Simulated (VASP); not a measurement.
# BeSe (F-43m) in VASP: band structure with PBE

Aim: the band structure of BeSe with PBE.

Program: VASP 6.6.1. These are calculated values, not measurements. Logs are shortened: lines on timing, memory, paths and dates and some standing lists are left out, and cuts for length are marked.

### 1 Starting point

The structure is cubic, space group F-43m (No. 216). The conventional cell has a = 5.185 Å, b = 5.185 Å, c = 5.185 Å, α = 90.00°, β = 90.00°, γ = 90.00°. Be (site symmetry -43m) is surrounded by 4 Se at 2.24 Å. Around Se (site symmetry -43m) lie 4 Be at 2.24 Å.

The cell comes from a database or a generator and needn't be the stable form of this composition.

### 2 Band structure, PBE

Contents of POSCAR:

```
BeSe                                    
1.0
   -0.0000000000      2.5922841423      2.5922841423
    2.5922841423      0.0000000000      2.5922841423
    2.5922841423      2.5922841423      0.0000000000
  Be              Se            
     1     1
Direct
     0.0000000000000000    0.0000000000000000    0.0000000000000000
     0.2500000000000000    0.2500000000000000    0.2500000000000000
```

Contents of INCAR.step1:

```
SYSTEM = BeSe
PREC     = Accurate       ! precision mode
ENCUT    = 520            ! plane-wave cutoff, eV
EDIFF    = 1E-7           ! SCF threshold, eV
ISMEAR   = 0              ! smearing method
SIGMA    = 0.02           ! smearing width, eV
LREAL    = .False.        ! projectors in reciprocal space
LASPH    = .True.         ! aspherical terms in the spheres
NELM     = 60             ! most SCF steps
ALGO     = Fast           ! electronic algorithm
ISIF     = 2              ! what is computed and relaxed
LWAVE    = .False.        ! write WAVECAR
LCHARG   = .True.         ! write CHGCAR
GGA      = PE             ! functional
NBANDS   = 11             ! bands
```

Contents of KPOINTS.step1:

```
Automatic mesh
0
Gamma
  8 8 8
  0 0 0
```

Contents of INCAR.step2:

```
SYSTEM = BeSe
PREC     = Accurate       ! precision mode
ENCUT    = 520            ! plane-wave cutoff, eV
EDIFF    = 1E-7           ! SCF threshold, eV
ISMEAR   = 0              ! smearing method
SIGMA    = 0.05           ! smearing width, eV
LREAL    = .False.        ! projectors in reciprocal space
LASPH    = .True.         ! aspherical terms in the spheres
NELM     = 60             ! most SCF steps
ALGO     = Fast           ! electronic algorithm
ISIF     = 2              ! what is computed and relaxed
LWAVE    = .False.        ! write WAVECAR
LCHARG   = .False.        ! write CHGCAR
GGA      = PE             ! functional
NBANDS   = 11             ! bands
ICHARG   = 11             ! starting density
```

Contents of KPOINTS.step2:

```
path GXWKGLUWLK,UX
10
line-mode
reciprocal
 0.0000000000  0.0000000000  0.0000000000  G
 0.5000000000  0.0000000000  0.5000000000  X

 0.5000000000  0.0000000000  0.5000000000  X
 0.5000000000  0.2500000000  0.7500000000  W

 0.5000000000  0.2500000000  0.7500000000  W
 0.3750000000  0.3750000000  0.7500000000  K

 0.3750000000  0.3750000000  0.7500000000  K
 0.0000000000  0.0000000000  0.0000000000  G

 0.0000000000  0.0000000000  0.0000000000  G
 0.5000000000  0.5000000000  0.5000000000  L

 0.5000000000  0.5000000000  0.5000000000  L
 0.6250000000  0.2500000000  0.6250000000  U

 0.6250000000  0.2500000000  0.6250000000  U
 0.5000000000  0.2500000000  0.7500000000  W

 0.5000000000  0.2500000000  0.7500000000  W
 0.5000000000  0.5000000000  0.5000000000  L

 0.5000000000  0.5000000000  0.5000000000  L
 0.3750000000  0.3750000000  0.7500000000  K

 0.6250000000  0.2500000000  0.6250000000  U
 0.5000000000  0.0000000000  0.5000000000  X
```

Potentials or basis: VASP PAW PBE potentials, release 64 (Be, Se).

Command:

```
cat potpaw_PBE.64/Be/POTCAR potpaw_PBE.64/Se/POTCAR > POTCAR
cp INCAR.step1 INCAR
cp KPOINTS.step1 KPOINTS
mpirun -np 1 vasp_std > vasp.out
cp INCAR.step2 INCAR
cp KPOINTS.step2 KPOINTS
mpirun -np 1 vasp_std > vasp.out
```

OUTCAR:

```text
SYSTEM = BeSe
   PREC = Accurate
   ENCUT = 520
   EDIFF = 1E-7
   ISMEAR = 0
   LREAL = .False.
   LASPH = .True.
   NELM = 60
   ISIF = 2
   GGA = PE
   ICHARG = 11

 ion  position               nearest neighbor table
   1  0.000  0.000  0.000-   2 2.24   2 2.24   2 2.24   2 2.24
   2  0.250  0.250  0.250-   1 2.24   1 2.24   1 2.24   1 2.24

  LATTYP: Found a face centered cubic cell.
 ALAT       =     5.1845682846

  Lattice vectors:

 A1 = (   0.0000000000,   2.5922841423,   2.5922841423)
 A2 = (   2.5922841423,   0.0000000000,   2.5922841423)
 A3 = (   2.5922841423,   2.5922841423,   0.0000000000)

Analysis of symmetry for initial positions (statically):
=====================================================================
 Subroutine PRICEL returns:
 Original cell was already a primitive cell.

 Routine SETGRP: Setting up the symmetry group for a
 face centered cubic supercell.

 Subroutine GETGRP returns: Found 24 space group operations
 (whereof 24 operations were pure point group operations)
 out of a pool of 48 trial point group operations.

The static configuration has the point symmetry T_d .

Analysis of symmetry for dynamics (positions and initial velocities):
=====================================================================
 Subroutine PRICEL returns:
 Original cell was already a primitive cell.

 Routine SETGRP: Setting up the symmetry group for a
 face centered cubic supercell.

 Subroutine GETGRP returns: Found 24 space group operations
 (whereof 24 operations were pure point group operations)
 out of a pool of 48 trial point group operations.

The dynamic configuration has the point symmetry T_d .

 Subroutine INISYM returns: Found 24 space group operations
 (whereof 24 operations are pure point group operations),
 and found     1 'primitive' translations

----------------------------------------------------------------------------------------

                                     Primitive cell

  volume of cell :      34.8400

  direct lattice vectors                    reciprocal lattice vectors
     0.000000000  2.592284142  2.592284142    -0.192880091  0.192880091  0.192880091
     2.592284142  0.000000000  2.592284142     0.192880091 -0.192880091  0.192880091
     2.592284142  2.592284142  0.000000000     0.192880091  0.192880091 -0.192880091

  length of vectors
     3.666043392  3.666043392  3.666043392     0.334078117  0.334078117  0.334078117

  position of ions in fractional coordinates (direct lattice)
     0.000000000  0.000000000  0.000000000
     0.250000000  0.250000000  0.250000000

  ion indices of the primitive-cell ions
   primitive index   ion index
                 1           1
                 2           2

----------------------------------------------------------------------------------------

 KPOINTS: path GXWKGLUWLK,UX

Interpolating k-points between supplied coordinates.

 Line segments in fractional coordinates (reciprocal lattice):
    0.000000  0.000000  0.000000  ...  0.500000  0.000000  0.500000
    0.500000  0.000000  0.500000  ...  0.500000  0.250000  0.750000
    0.500000  0.250000  0.750000  ...  0.375000  0.375000  0.750000
    0.375000  0.375000  0.750000  ...  0.000000  0.000000  0.000000
    0.000000  0.000000  0.000000  ...  0.500000  0.500000  0.500000
    0.500000  0.500000  0.500000  ...  0.625000  0.250000  0.625000
    0.625000  0.250000  0.625000  ...  0.500000  0.250000  0.750000
    0.500000  0.250000  0.750000  ...  0.500000  0.500000  0.500000
    0.500000  0.500000  0.500000  ...  0.375000  0.375000  0.750000
    0.625000  0.250000  0.625000  ...  0.500000  0.000000  0.500000

 Generated    10 points on each line segment, for a total of    100 k-points:

 Following reciprocal coordinates:
            Coordinates               Weight
  0.000000  0.000000  0.000000      0.010000
  0.055556  0.000000  0.055556      0.010000
  0.111111  0.000000  0.111111      0.010000
  0.166667  0.000000  0.166667      0.010000
  0.222222  0.000000  0.222222      0.010000
  0.277778  0.000000  0.277778      0.010000
[... 16 lines left out ...]
  0.472222  0.277778  0.750000      0.010000
  0.458333  0.291667  0.750000      0.010000
 [... further k-points ...]
   k-points           NKPTS =    100   k-points in BZ     NKDIM =    100   number of bands    NBANDS=     11
   number of dos      NEDOS =    301   number of ions     NIONS =      2
   total plane-waves  NPLWV =  21952
   dimension x,y,z NGX =    28 NGY =   28 NGZ =   28
   dimension x,y,z NGXF=    56 NGYF=   56 NGZF=   56
   ions per type =               1   1
   NGX,Y,Z   is equivalent  to a cutoff of  12.70, 12.70, 12.70 a.u.
   NGXF,Y,Z  is equivalent  to a cutoff of  25.39, 25.39, 25.39 a.u.
 SYSTEM =  BeSe
   PREC   = accura    normal or accurate (medium, high low for compatibility)
   ISTART =      0    job   : 0-new  1-cont  2-samecut
   ICHARG =     11    charge: 1-file 2-atom 10-const
   ISPIN  =      1    spin polarized calculation?
   LNONCOLLINEAR =      F non collinear calculations
   LSORBIT =      F    spin-orbit coupling
   LASPH  =      T    aspherical Exc in radial PAW
   ENCUT  =  520.0 eV  38.22 Ry    6.18 a.u.   6.82  6.82  6.82*2*pi/ulx,y,z
   NELM   =     60;   NELMIN=  2; NELMDL=  0     # of ELM steps
   EDIFF  = 0.1E-06   stopping-criterion for ELM
   LREAL  =      F    real-space projection
   EDIFFG = 0.1E-05   stopping-criterion for IOM
   NSW    =      0    number of steps for IOM
   IBRION =     -1    ionic relax: 0-MD 1-quasi-New 2-CG
   NFREE  =      0    steps in history (QN), initial steepest desc. (CG)
   ISIF   =      2    stress and relaxation
   ISYM   =      2    0-nonsym 1-usesym 2-fastsym
   POTIM  = 0.5000    time-step for ionic-motion
   TEBEG  =    0.0;   TEEND  =   0.0 temperature during run
   PSTRESS=    0.0 pullay stress
   NELECT =       8.0000    total number of electrons
   NUPDOWN=      -1.0000    fix difference up-down
   EMIN   =  10.00;   EMAX   =-10.00  energy-range for DOS
   EFERMI =   0.00;   METHOD = LEGACY
   ISMEAR =     0;   SIGMA  =   0.05  broadening in eV -4-tet -1-fermi 0-gaus
   EFERMI_NEDOS =   21; number of points for ismear=-14 and -15
   IALGO  =     68    algorithm
   IMIX   =      4    mixing-type and parameters
     AMIX     =   0.40;   BMIX     =  1.00
     AMIX_MAG =   1.60;   BMIX_MAG =  1.00
  volume/ion in A,a.u.               =      17.42       117.56
  Fermi-wavevector in a.u.,A,eV,Ry     =   1.002487  1.894426 13.673594  1.004981
  Thomas-Fermi vector in A             =   2.134978
   LORBIT       =      0    0 simple, 1 ext, 2 COOP (PROOUT), +10 PAW based schemes
   GGA     = PE    functional components
   LHFCALC =     F    Hartree Fock is set to
   AEXX    =    0.0000 exact exchange contribution
   IVDW    =     0    specifies the selected vdW correction
   LEPSILON=     F    determine dielectric tensor
   LRPA    =     F    only Hartree local field effects (RPA)
 non-spin polarized calculation
 RMM-DIIS sequential band-by-band and
 Gauss-broadening in eV      SIGMA  =   0.05
  energy-cutoff  :      520.00
  volume of cell :       34.84
 maximum number of plane-waves:       960
 NGX is ok and might be reduce to    28

 number of electron       7.9999999 magnetization

 Free energy of the ion-electron system (eV)
  ---------------------------------------------------
  ext. energy  EPLUGINS =         0.00000000
  ---------------------------------------------------
  free energy    TOTEN  =        -9.15295967 eV

  energy without entropy =       -9.15295967  energy(sigma->0) =       -9.15295967

 E-fermi :   3.4562     XC(G=0):  -9.3353

 val. band max:        3.1388808624   @ k =   0.0000   0.0000   0.0000
 cond. band min:       5.8099879149   @ k =   0.5000   0.0000   0.5000
 fundamental gap:      2.6711070525
 Fermi energy:         3.4561527643

 k-point     1 :       0.0000    0.0000    0.0000
  band No.  band energies     occupation
      1     -10.5112      2.00000
      2       3.1389      2.00000
      3       3.1389      2.00000
      4       3.1389      2.00000
      5       7.3315      0.00000
      6       8.1493      0.00000
      7       8.1493      0.00000
      8       8.1493      0.00000
      9      15.0387      0.00000
     10      15.5844      0.00000
     11      15.5844      0.00000

 k-point     2 :       0.0556    0.0000    0.0556
  band No.  band energies     occupation
      1     -10.4715      2.00000
      2       2.8670      2.00000
      3       3.0029      2.00000
      4       3.0029      2.00000
      5       7.5516      0.00000
      6       8.1548      0.00000
      7       8.3531      0.00000
      8       8.3531      0.00000
      9      14.7215      0.00000
     10      15.2525      0.00000
     11      15.6478      0.00000

 k-point     3 :       0.1111    0.0000    0.1111
  band No.  band energies     occupation
      1     -10.3545      2.00000
      2       2.2217      2.00000
      3       2.6568      2.00000
      4       2.6568      2.00000
      5       7.6537      0.00000
      6       8.5320      0.00000
      7       8.9010      0.00000
      8       8.9010      0.00000
      9      13.5279      0.00000
     10      15.6413      0.00000
     11      15.8382      0.00000
[... 267 lines left out ...]
 k-point    23 :       0.4722    0.2778    0.7500
  band No.  band energies     occupation
      1      -8.7617      2.00000
      2      -1.2234      2.00000
      3      -0.5687      2.00000
      4       0.0888      2.00000
      5       8.7856      0.00000
      6      10.2064      0.00000
      7      10.6387      0.00000
      8      11.4415      0.00000
      9      15.8338      0.00000
     10      16.8660      0.00000
     11      18.8306      0.00000

 k-point    24 :       0.4583    0.2917    0.7500
  band No.  band energies     occupation
      1      -8.7692      2.00000
      2      -1.2638      2.00000
      3      -0.6035      2.00000
      4       0.2381      2.00000
      5       8.3915      0.00000
      6      10.1336      0.00000
      7      10.9358      0.00000
      8      11.7500      0.00000
      9      15.5291      0.00000
     10      16.9464      0.00000
     11      18.7048      0.00000

 [... further k-points ...]

------------------------ aborting loop because EDIFF is reached ----------------------------------------

  FORCE on cell =-STRESS in cart. coord.  units (eV):
  Direction    XX          YY          ZZ          XY          YZ          ZX
  --------------------------------------------------------------------------------------
  -------------------------------------------------------------------------------------
  Total       -0.1902170     -0.1902170     -0.1902170      0.0000000     -0.0000000      0.0000000
  in kB       -8.7474635     -8.7474635     -8.7474635      0.0000000     -0.0000000      0.0000000
  external PRESSURE =      -8.7474635 kB  Pullay stress =       0.0000000 kB

 VOLUME and BASIS-vectors are now :
 -----------------------------------------------------------------------------
  energy-cutoff  :      520.00
  volume of cell :       34.84
      direct lattice vectors                 reciprocal lattice vectors
     0.000000000  2.592284142  2.592284142    -0.192880091  0.192880091  0.192880091
     2.592284142  0.000000000  2.592284142     0.192880091 -0.192880091  0.192880091
     2.592284142  2.592284142  0.000000000     0.192880091  0.192880091 -0.192880091

 POSITION                                       TOTAL-FORCE (eV/Angst)
 -----------------------------------------------------------------------------------
      0.00000      0.00000      0.00000        -0.000000     -0.000000     -0.000000
      1.29614      1.29614      1.29614         0.000000      0.000000      0.000000
 -----------------------------------------------------------------------------------
    total drift:                                0.000000      0.000000      0.000000

  FREE ENERGIE OF THE ION-ELECTRON SYSTEM (eV)
  ---------------------------------------------------
  free  energy   TOTEN  =        -9.1529596693 eV

  energy  without entropy=       -9.1529596693  energy(sigma->0) =       -9.15295967
```

Wall time 13 s (1 thread of Intel Xeon 6975P-C (Granite Rapids), shared host); peak memory 0.17 GiB.

Results:

- Band gap on the k mesh: 2.67 eV, indirect (least direct gap 4.19 eV)
- Band gap along the path: 2.67 eV, indirect (least direct gap 4.19 eV)

Levels at the corners of the path, in eV from the valence-band top:
```
point  band 1  band 2  band 3  band 4  band 5  band 6  band 7  band 8  band 9
    Γ  -13.65    0.00    0.00    0.00    4.19    5.01    5.01    5.01   11.90
    X  -11.93   -4.96   -2.57   -2.57    2.67    4.21   11.52   11.52   14.34
    X  -11.93   -4.96   -2.57   -2.57    2.67    4.21   11.52   11.52   14.34
    W  -11.89   -4.32   -3.69   -3.18    6.12    7.04    7.37    7.88   13.14
    W  -11.89   -4.32   -3.69   -3.18    6.12    7.04    7.37    7.88   13.14
    K  -11.94   -4.55   -3.89   -2.15    3.77    6.78    9.58    9.89   10.88
    K  -11.94   -4.55   -3.89   -2.15    3.77    6.78    9.58    9.89   10.88
    Γ  -13.65    0.00    0.00    0.00    4.19    5.01    5.01    5.01   11.90
    Γ  -13.65    0.00    0.00    0.00    4.19    5.01    5.01    5.01   11.90
    L  -12.36   -5.56   -1.04   -1.04    4.25    5.96    5.96    9.94   13.36
    L  -12.36   -5.56   -1.04   -1.04    4.25    5.96    5.96    9.94   13.35
    U  -11.94   -4.55   -3.89   -2.15    3.77    6.78    9.58    9.89   10.88
    U  -11.94   -4.55   -3.89   -2.15    3.77    6.78    9.58    9.89   10.88
    W  -11.89   -4.32   -3.69   -3.18    6.12    7.04    7.37    7.88   13.14
    W  -11.89   -4.32   -3.69   -3.18    6.12    7.04    7.37    7.88   13.14
    L  -12.36   -5.56   -1.04   -1.04    4.25    5.96    5.96    9.94   13.35
    L  -12.36   -5.56   -1.04   -1.04    4.25    5.96    5.96    9.94   13.35
    K  -11.94   -4.55   -3.89   -2.15    3.77    6.78    9.58    9.89   10.88
    U  -11.94   -4.55   -3.89   -2.15    3.77    6.78    9.58    9.89   10.88
    X  -11.93   -4.96   -2.57   -2.57    2.67    4.21   11.52   11.52   14.34
```

Caveat: the log is that of the step along the path at fixed density, whose energy, stress, charges and moments have no meaning. PBE gaps usually lie below the measured ones, often by a third to a half.
